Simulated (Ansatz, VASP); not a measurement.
**One calculation of SiC, two programs**

```
Si C
1.0
     0.00000    2.17026    2.21111
     2.17026    0.00000    2.21111
     2.17026    2.17026    0.00000
Si C
1 1
Direct
  0.00000 0.00000 0.00000
  0.25000 0.25000 0.25000
```

Change from the starting cell: strained cell.

Alike in both runs: functional PBEsol; k mesh 10 × 10 × 10; occupations gaussian, width 0.02 eV; no spin polarisation.

Ansatz relaxed the structure, and its values are those at the end. VASP's run is a single point on that final structure, the one shown.

|  | VASP | Ansatz |
| --- | --- | --- |
| version | VASP 6.6.1 | Ansatz 0.2.0 |
| potentials or method | VASP PAW PBE potentials, release 64 (Si, C) | scalar-relativistic, plane waves, PAW |
| plane-wave cutoff (eV) | 520 | 420 |
| valence electrons in the cell | 8 | 8 |

|  | VASP | Ansatz | Ansatz less VASP |
| --- | --- | --- | --- |
| gap on the k mesh at the Fermi level (eV) | 1.14 | 1.15 | +0.010 |
| least direct gap on the mesh (eV) | 4.42 | 4.43 | +0.009 |
| pressure (GPa) | -1.3 | -1.6 | -0.35 |

Ansatz warned: «stress_scf_threshold_loose».

Caveats: the PAW data sets were made with another functional, which shifts forces and pressure a little (VASP). A k mesh can miss the band edges.
